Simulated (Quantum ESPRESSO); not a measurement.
PbS (Galena) in Quantum ESPRESSO: the effect of functional

The system is PbS (Galena).

```xyz
2
Lattice="0.0000 2.9657 2.9657 2.9657 0.0000 2.9657 2.9657 2.9657 0.0000" Properties=species:S:1:pos:R:3 pbc="T T T"
Pb    0.0000    0.0000    0.0000
S     2.9657    2.9657    2.9657
```

Alike in all runs:

```yaml
Program: Quantum ESPRESSO 7.5
Task: dielectric tensor
Cutoff: 762 eV
Density_cutoff: 3048 eV
k_mesh: 8 × 8 × 8, shifted
Occupations: fermi-dirac, width 0.05 eV
Spin: no spin polarisation
```

Q: One run gave: pressure -0.2 GPa; dielectric constant 17.14 mean. Which functional did it use?
A. LDA
B. BLYP
C. WC
D. PBEsol
E. AM05

A: E.

```tsv
functional	potentials or basis	pressure (GPa)	dielectric constant (mean)
LDA	PseudoDojo 0.4.1 SR LDA standard	-2.6	18.09
PBEsol	PseudoDojo 0.4.1 SR PBEsol standard	-0.8	17.50
WC	PseudoDojo 0.4.1 SR PBE standard	-0.7	17.75
BLYP	PseudoDojo 0.4.1 SR PBE standard	6.1	15.72
AM05	PseudoDojo 0.4.1 SR PBE standard	-0.2	17.14
```

Caveats: the potentials were made for another functional, which shifts forces and pressure (some runs); the cell is more than 3 GPa from zero pressure, which shifts response properties (some runs).

Runs at the PBE level aren't shown here.
